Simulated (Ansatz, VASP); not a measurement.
# One calculation of Cr, two programs

```
Cr
1.0
    -1.41496    1.41496    1.41496
     1.41496   -1.41496    1.41496
     1.41496    1.41496   -1.41496
Cr
1
Direct
  0.00000 0.00000 0.00000
```

Alike in both runs: task single point; functional r2SCAN; k mesh 15 × 15 × 15; occupations gaussian, width 0.2 eV; no spin polarisation.

```csv
,VASP,Ansatz
version,VASP 6.6.1,Ansatz 0.2.0
potentials or method,"VASP PAW PBE potentials, release 64 (Cr_pv)","plane waves (500 eV) with PAW, scalar-relativistic"
plane-wave cutoff (eV),520,500
valence electrons in the cell,12,14
```

Ansatz gave:

| Quantity | Value |
| --- | --- |
| pressure (GPa) | 0.0 |

What did VASP give for the same quantities?

Pressure (GPa): 0.6.

The functional is the same, so the differences come from potentials, cutoffs and numerics. The two sets of potentials don't hold the same shells in valence.

Caveats: the PAW data sets were made with another functional, which shifts forces and pressure a little (VASP); the run has no spin polarisation, though such a crystal can be magnetic. Spin polarisation is off, so any magnetic state and its effect on volume and gap are missing.
